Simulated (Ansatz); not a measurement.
Below is the output of a Python script on the Ansatz DFT code, driven from Python that makes a calculation of the elastic constants of NaI, space group Pmma. Write a script that gives it. Use: LDA, PAW, cutoff 476 eV, 5×5×3 k-points, fixed occupations.

Contents of `nai.cif`:
```cif
data_NaI
_cell_length_a 4.622209
_cell_length_b 4.269702
_cell_length_c 7.798384
_cell_angle_alpha 90.00000
_cell_angle_beta 90.00000
_cell_angle_gamma 90.00000
_symmetry_space_group_name_H-M 'P 1'
_symmetry_Int_Tables_number 1
loop_
_symmetry_equiv_pos_as_xyz
'x, y, z'
loop_
_atom_site_label
_atom_site_type_symbol
_atom_site_fract_x
_atom_site_fract_y
_atom_site_fract_z
Na1 Na    0.250000    0.500000    0.275031
Na2 Na    0.750000    0.500000    0.724969
I3 I    0.250000    0.000000    0.742427
I4 I    0.750000    0.000000    0.257573
```

Output of `python elastic.py`:
```text
RunWarning: iter 1: σ=0 fill of 26 bands saw a band overlap (occupied 1.9302 eV > unoccupied 1.4116 eV) — on an unconverged iterate often a transient of an unconverged empty band; one that stands at the close is told there (band_overlap_at_count); if the run [...]
[[28.4 10.2  4.5  0.   0.   0. ]
 [10.3 35.9 -4.   0.   0.   0. ]
 [ 5.4 -3.2  2.   0.   0.   0. ]
 [ 0.   0.   0.  -3.7  0.   0. ]
 [ 0.   0.   0.   0.   6.5  0. ]
 [ 0.   0.   0.   0.   0.   9.5]]
Voigt stress of the unstrained cell (GPa, tension positive): [1.844 1.663 0.917 0.    0.    0.   ]
smallest eigenvalue of C: -3.7 GPa; stable: False
```
(Warnings from the package without file and line, shortened.)

One script that gives this output:

The script, `elastic.py`:
```python
"""Elastic constants of NaI."""

import warnings

import ansatz as az
from ase.io import read
import numpy as np


def main() -> None:
    warnings.simplefilter("ignore", az.DeckWarning)

    atoms = read("nai.cif")
    structure = az.Crystal.from_ase(atoms)

    job = (
        structure.calculation()
        .functional("lda")
        .pseudopotentials("paw")
        .basis(35 * az.Ry)
        .occupations("Fixed")
        .kpoints(5, 5, 3)
    )
    result = job.elastic("relaxed_ion", amplitude=0.01).run(threads=1, backend="cpu")
    elastic = result.elastic

    print(np.array2string(np.round(elastic.c_gpa, 1) + 0.0, suppress_small=True))
    print("Voigt stress of the unstrained cell (GPa, tension positive):", np.round(elastic.sigma0_gpa, 3) + 0.0)
    print("smallest eigenvalue of C:", round(elastic.stability.min_eigenvalue_gpa, 1), "GPa; stable:", elastic.stability.stable)
    # averaged moduli need a positive definite tensor
    if elastic.stability.min_eigenvalue_gpa > 0:
        for name, value in elastic.moduli.to_plain().items():
            print(f"{name:14s} {value:9.3f}")


if __name__ == "__main__":
    main()
```

Caveats:
- The cell stands under an uneven stress, so these stress-strain coefficients aren't symmetric, and eigenvalues smaller than that stress decide nothing.
- The cell relaxed to the group Cmmm; tensors and edges are in the axes of the typed cell.
- The structure comes from a database of computed cells and needn't be a stable or known phase.
- The constants belong to the cell that was strained; where it wasn't relaxed first it may be under stress.
- The script silences the warnings on its input, which a real study should read.
- The whole script took 5.2 min on 1 thread of Arm Neoverse V1, on a shared host, peak memory 0.59 GiB.

(A comment or docstring line of the script was reworded after the run, the code is as it ran.)
